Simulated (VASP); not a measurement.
# CaO (P2_1/m) in VASP: settings compared

One crystal, CaO, is run at these levels: PBE, r2SCAN; tasks: single point.

Everything below comes from runs of VASP 6.6.1. Logs are shortened: lines on timing, memory, paths and dates and some standing lists are left out, and cuts for length are marked.

## 1. The cell of the first run

Symmetry: P2_1/m, No. 11, monoclinic system. Conventional cell: a = 3.918 Å, b = 4.770 Å, c = 3.982 Å, α = 90.00°, β = 118.42°, γ = 90.00°. Around Ca (site symmetry m) lie 5 O at 2.29 to 2.39 Å. O (site symmetry m) is surrounded by 5 Ca at 2.29 to 2.39 Å.

The cell was built by a generator and needn't be a form met in nature.

## 2. Single point, PBE (shear_xy strain +3.7%)

INCAR

```
PREC = Accurate
ENCUT = 520
EDIFF = 1E-6
ISMEAR = -1
SIGMA = 0.02
LREAL = F
LASPH = T
NELM = 100
ALGO = Fast
ISIF = 2
LWAVE = F
LCHARG = F
GGA = PE
NBANDS = 24
```

KPOINTS

```
regular mesh
0
Gamma
  12 12 6
```

POSCAR

```
CaO
1.0
    3.9810268286      0.0728527910      0.0000000000
   -1.9274210466      3.4112439712      0.0000000000
    0.0000000000      0.0000000000      4.7701152820
Ca O
2 2
Direct
    0.3283591075      0.6669178549      0.2500000000
    0.6716408925      0.3330821451      0.7500000000
    0.6705064723      0.3331480465      0.2500000000
    0.3294935277      0.6668519535      0.7500000000
```

Potentials or basis: VASP PAW PBE potentials, release 64 (Ca_sv, O).

Run with:

```bash
> cat potpaw_PBE.64/Ca_sv/POTCAR potpaw_PBE.64/O/POTCAR > POTCAR
> mpirun -np 1 vasp_std > vasp.out
```

OUTCAR:

```text
PREC = Accurate
   ENCUT = 520
   EDIFF = 1E-6
   ISMEAR = -1
   LREAL = F
   LASPH = T
   NELM = 100
   ISIF = 2
   GGA = PE

 ion  position               nearest neighbor table
   1  0.328  0.667  0.250-   3 2.29   3 2.30   3 2.30   4 2.39   4 2.39
   2  0.672  0.333  0.750-   4 2.29   4 2.30   4 2.30   3 2.39   3 2.39
   3  0.671  0.333  0.250-   1 2.29   1 2.30   1 2.30   2 2.39   2 2.39
   4  0.329  0.667  0.750-   2 2.29   2 2.30   2 2.30   1 2.39   1 2.39

  Warning from LATTYP: Monoclinic adjustment (A1->A3, A2->A1, A3->A2)!
  LATTYP: Found a simple monoclinic cell.
 ALAT       =     3.9181037916
 B/A-ratio  =     1.2174550588
 C/A-ratio  =     1.0162296834
 COS(beta)  =    -0.4759146708

  Lattice vectors:

 A1 = (  -1.9274210466,   3.4112439712,   0.0000000000)
 A2 = (   0.0000000000,   0.0000000000,   4.7701152820)
 A3 = (   3.9810268286,   0.0728527910,   0.0000000000)

Analysis of symmetry for initial positions (statically):
=====================================================================
 Subroutine PRICEL returns:
 Original cell was already a primitive cell.

 Routine SETGRP: Setting up the symmetry group for a
 simple monoclinic supercell.

 Subroutine GETGRP returns: Found  4 space group operations
 (whereof  2 operations were pure point group operations)
 out of a pool of  4 trial point group operations.

The static configuration has the point symmetry S_2 .
 The point group associated with its full space group is C_2h.

Analysis of symmetry for dynamics (positions and initial velocities):
=====================================================================
 Subroutine PRICEL returns:
 Original cell was already a primitive cell.

 Routine SETGRP: Setting up the symmetry group for a
 simple monoclinic supercell.

 Subroutine GETGRP returns: Found  4 space group operations
 (whereof  2 operations were pure point group operations)
 out of a pool of  4 trial point group operations.

The dynamic configuration has the point symmetry S_2 .
 The point group associated with its full space group is C_2h.

 Subroutine INISYM returns: Found  4 space group operations
 (whereof  2 operations are pure point group operations),
 and found     1 'primitive' translations

----------------------------------------------------------------------------------------

                                     Primitive cell

  volume of cell :      65.4492
[... 87 lines left out ...]
   ISPIN  =      1    spin polarized calculation?
   LNONCOLLINEAR =      F non collinear calculations
   LSORBIT =      F    spin-orbit coupling
   LASPH  =      T    aspherical Exc in radial PAW
   ENCUT  =  520.0 eV  38.22 Ry    6.18 a.u.   7.40  7.29  8.87*2*pi/ulx,y,z
   NELM   =    100;   NELMIN=  2; NELMDL= -5     # of ELM steps
   EDIFF  = 0.1E-05   stopping-criterion for ELM
   LREAL  =      F    real-space projection
   EDIFFG = 0.1E-04   stopping-criterion for IOM
   NSW    =      0    number of steps for IOM
   IBRION =     -1    ionic relax: 0-MD 1-quasi-New 2-CG
   NFREE  =      0    steps in history (QN), initial steepest desc. (CG)
   ISIF   =      2    stress and relaxation
   ISYM   =      2    0-nonsym 1-usesym 2-fastsym
   POTIM  = 0.5000    time-step for ionic-motion
   TEBEG  =    0.0;   TEEND  =   0.0 temperature during run
   PSTRESS=    0.0 pullay stress
   NELECT =      32.0000    total number of electrons
   NUPDOWN=      -1.0000    fix difference up-down
   EMIN   =  10.00;   EMAX   =-10.00  energy-range for DOS
   EFERMI =   0.00;   METHOD = LEGACY
   ISMEAR =    -1;   SIGMA  =   0.02  broadening in eV -4-tet -1-fermi 0-gaus
   EFERMI_NEDOS =   21; number of points for ismear=-14 and -15
   IALGO  =     68    algorithm
   IMIX   =      4    mixing-type and parameters
     AMIX     =   0.40;   BMIX     =  1.00
     AMIX_MAG =   1.60;   BMIX_MAG =  1.00
  volume/ion in A,a.u.               =      16.36       110.42
  Fermi-wavevector in a.u.,A,eV,Ry     =   1.289704  2.437187 22.631069  1.663337
  Thomas-Fermi vector in A             =   2.421581
   LORBIT       =      0    0 simple, 1 ext, 2 COOP (PROOUT), +10 PAW based schemes
   GGA     = PE    functional components
   LHFCALC =     F    Hartree Fock is set to
   AEXX    =    0.0000 exact exchange contribution
   IVDW    =     0    specifies the selected vdW correction
   LEPSILON=     F    determine dielectric tensor
   LRPA    =     F    only Hartree local field effects (RPA)
 non-spin polarized calculation
 RMM-DIIS sequential band-by-band and
  energy-cutoff  :      520.00
  volume of cell :       65.45
 maximum number of plane-waves:      1791
 NGX is ok and might be reduce to    30
   NGX = 15   NGY = 15   NGZ = 17

 number of electron      31.9999992 magnetization

 Free energy of the ion-electron system (eV)
  ---------------------------------------------------
  ext. energy  EPLUGINS =         0.00000000
  ---------------------------------------------------
  free energy    TOTEN  =       -25.33446219 eV

  energy without entropy =      -25.33446219  energy(sigma->0) =      -25.33446219

 E-fermi :   1.7707     XC(G=0):  -9.4363

 val. band max:        1.3915164264   @ k =   0.0000   0.0000   0.0000
 cond. band min:       4.5798645544   @ k =   0.0000   0.0000   0.0000
 fundamental gap:      3.1883481280
 Fermi energy:         1.7707482825

 k-point     1 :       0.0000    0.0000    0.0000
  band No.  band energies     occupation
      1     -36.2326      2.00000
      2     -36.0972      2.00000
      3     -17.5800      2.00000
      4     -17.3354      2.00000
      5     -17.3297      2.00000
      6     -17.1395      2.00000
[... 637 lines left out ...]
     23       9.5308      0.00000
     24      10.0322      0.00000

 [... further k-points ...]
[... 5 lines left out ...]
  --------------------------------------------------------------------------------------
  -------------------------------------------------------------------------------------
  Total        0.8112951      0.8620448      1.0450947     -0.1918102      0.0000000      0.0000000
  in kB       19.8602717     21.1026107     25.5836193     -4.6954596      0.0000000      0.0000000
  external PRESSURE =      22.1821672 kB  Pullay stress =       0.0000000 kB

 VOLUME and BASIS-vectors are now :
 -----------------------------------------------------------------------------
  energy-cutoff  :      520.00
  volume of cell :       65.45
      direct lattice vectors                 reciprocal lattice vectors
     3.981026829  0.072852791  0.000000000     0.248620769  0.140475705  0.000000000
    -1.927421047  3.411243971  0.000000000    -0.005309710  0.290148099  0.000000000
     0.000000000  0.000000000  4.770115282     0.000000000  0.000000000  0.209638539

 POSITION                                       TOTAL-FORCE (eV/Angst)
 -----------------------------------------------------------------------------------
      0.02177      2.29894      1.19253        -0.003881      0.000840      0.000000
      2.03183      1.18516      3.57759         0.003881     -0.000840      0.000000
      2.02719      1.18530      1.19253         0.003170     -0.000730      0.000000
      0.02642      2.29880      3.57759        -0.003170      0.000730      0.000000
 -----------------------------------------------------------------------------------
    total drift:                               -0.000000      0.000000     -0.000000

  FREE ENERGIE OF THE ION-ELECTRON SYSTEM (eV)
  ---------------------------------------------------
  free  energy   TOTEN  =       -25.3344621902 eV

  energy  without entropy=      -25.3344621902  energy(sigma->0) =      -25.33446219
```

OSZICAR:

```text
N       E                     dE             d eps       ncg     rms          rms(c)
DAV:   1     0.322989607986E+03    0.32299E+03   -0.16513E+04 14232   0.133E+03
DAV:   2    -0.392873754623E+01   -0.32692E+03   -0.30816E+03 16656   0.388E+02
DAV:   3    -0.292151807578E+02   -0.25286E+02   -0.25115E+02 23040   0.103E+02
[... 13 lines left out ...]
RMM:  17    -0.253344511460E+02   -0.17418E-04   -0.17856E-04 23691   0.352E-02    0.476E-03
RMM:  18    -0.253344577184E+02   -0.65724E-05   -0.62982E-05 21681   0.229E-02    0.167E-03
RMM:  19    -0.253344607595E+02   -0.30411E-05   -0.30956E-05 19733   0.156E-02    0.305E-03
RMM:  20    -0.253344616244E+02   -0.86495E-06   -0.11330E-05 17809   0.109E-02    0.569E-03
RMM:  21    -0.253344621902E+02   -0.56580E-06   -0.50150E-06 16347   0.817E-03
   1 F= -.25334462E+02 E0= -.25334462E+02  d E =-.132438E-10
```

stdout:

```text
POSCAR found type information on POSCAR CaO
 POSCAR found :  2 types and       4 ions
 scaLAPACK will be used
 LDA part: xc-table for (Slater+PW92), standard interpolation
 POSCAR, INCAR and KPOINTS ok, starting setup
 FFT: planning ... GRIDC
 FFT: planning ... GRID_SOFT
 FFT: planning ... GRID
 WAVECAR not read
 entering main loop
WARNING in EDDRMM: call to ZHEGV failed, returncode =   8  4     11
WARNING in EDDRMM: call to ZHEGV failed, returncode =   8  4     11
WARNING in EDDRMM: call to ZHEGV failed, returncode =   6  3     21
WARNING in EDDRMM: call to ZHEGV failed, returncode =   8  4     22
WARNING in EDDRMM: call to ZHEGV failed, returncode =   6  3     11
WARNING in EDDRMM: call to ZHEGV failed, returncode =   6  3     15
WARNING in EDDRMM: call to ZHEGV failed, returncode =   8  4     10
WARNING in EDDRMM: call to ZHEGV failed, returncode =   8  4     10
WARNING in EDDRMM: call to ZHEGV failed, returncode =   6  3     14
WARNING in EDDRMM: call to ZHEGV failed, returncode =   8  4      9
[... 18 lines left out ...]
WARNING in EDDRMM: call to ZHEGV failed, returncode =   8  4     19
WARNING in EDDRMM: call to ZHEGV failed, returncode =   8  4     23
WARNING in EDDRMM: call to ZHEGV failed, returncode =   6  3     13
WARNING in EDDRMM: call to ZHEGV failed, returncode =   8  4     19
WARNING in EDDRMM: call to ZHEGV failed, returncode =   8  4      9
WARNING in EDDRMM: call to ZHEGV failed, returncode =   6  3     10
WARNING in EDDRMM: call to ZHEGV failed, returncode =   6  3     10
WARNING in EDDRMM: call to ZHEGV failed, returncode =   6  3     10
WARNING in EDDRMM: call to ZHEGV failed, returncode =   8  4     20
WARNING in EDDRMM: call to ZHEGV failed, returncode =   6  3     19
```

Wall time 7.3 min (1 thread of AMD EPYC 9R45 (Zen 5), shared host); peak memory 0.45 GiB.

What came out:

| Property | Result |
| --- | --- |
| Free energy | -25.3345 eV |
| Pressure | 2.2 GPa |
| Largest force | 0.004 eV/Å |
| Band gap on the k mesh | 3.19 eV, direct |

Forces in eV/Å, atoms in the order of the input:
```
Ca  -0.004  0.001  0.000
Ca   0.004 -0.001  0.000
O    0.003 -0.001  0.000
O   -0.003  0.001  0.000
```

Stress tensor (GPa, compression positive):
```
 1.99 -0.47  0.00
-0.47  2.11  0.00
 0.00  0.00  2.56
```

## 3. Single point, r2SCAN (hydrostatic strain -5.5%)

POSCAR

```
CaO
1.0
    3.7636627637      0.0000000000      0.0000000000
   -1.8818313819      3.2594275647      0.0000000000
    0.0000000000      0.0000000000      4.5096669876
Ca O
2 2
Direct
    0.3333333333      0.6666666667      0.2500000000
    0.6666666667      0.3333333333      0.7500000000
    0.6666666667      0.3333333333      0.2500000000
    0.3333333333      0.6666666667      0.7500000000
```

INCAR.step1

```
SYSTEM = CaO
  PREC = Accurate
  ENCUT = 520
  ISMEAR = 0
  SIGMA = 0.01
  LREAL = .False.
  LASPH = .True.
  NELM = 100
  NBANDS = 24
  GGA = PE
  ALGO = Normal
  EDIFF = 1E-4
  LWAVE = .True.
  LCHARG = .False.
```

INCAR.step2

```
SYSTEM = CaO
  PREC = Accurate
  ENCUT = 520
  EDIFF = 1E-6
  ISMEAR = 0
  SIGMA = 0.01
  LREAL = .False.
  LASPH = .True.
  NELM = 100
  ALGO = Normal
  ISIF = 2
  LWAVE = .False.
  LCHARG = .False.
  METAGGA = R2SCAN
  LMIXTAU = .True.
  NBANDS = 24
  ISTART = 1
```

KPOINTS

```
Automatic mesh
0
Gamma
  12 12 6
  0 0 0
```

Potentials or basis: VASP PAW PBE potentials, release 64 (Ca_sv, O).

Run with:

```bash
> cat potpaw_PBE.64/Ca_sv/POTCAR potpaw_PBE.64/O/POTCAR > POTCAR
> cp INCAR.step1 INCAR
> mpirun -np 1 vasp_std > vasp.out
> cp INCAR.step2 INCAR
> mpirun -np 1 vasp_std > vasp.out
```

It took 3.8 min on 1 thread of AMD EPYC 9R14 (Zen 4), shared host; peak memory 0.2 GiB.

Results (log left out):

* Free energy: -37.7722 eV
* Pressure: 24.5 GPa
* Band gap on the k mesh: 4.20 eV, direct

Stress tensor (GPa, compression positive):
```
23.40  0.00  0.00
 0.00 23.40  0.00
 0.00  0.00 26.64
```

Levels at points of the mesh, in eV from the valence-band top:
```tsv
k point	band 14	band 15	band 16	band 17	band 18	band 19
(0.00, 0.00, 0.00)	-1.43	-0.90	0.00	4.20	7.19	7.19
(0.50, 0.00, 0.00)	-0.77	-0.62	-0.47	5.41	6.04	6.07
(0.00, 0.00, 0.50)	-1.65	-1.65	-1.65	6.09	6.09	9.33
(0.50, 0.00, 0.50)	-1.38	-0.82	-0.82	6.22	6.22	8.71
```

Caveat: so large a pressure means that the cell lies far from this level's equilibrium, or that cutoff or potentials fall short; the potentials were made for another functional, which shifts forces and pressure. A k mesh can miss the band edges.
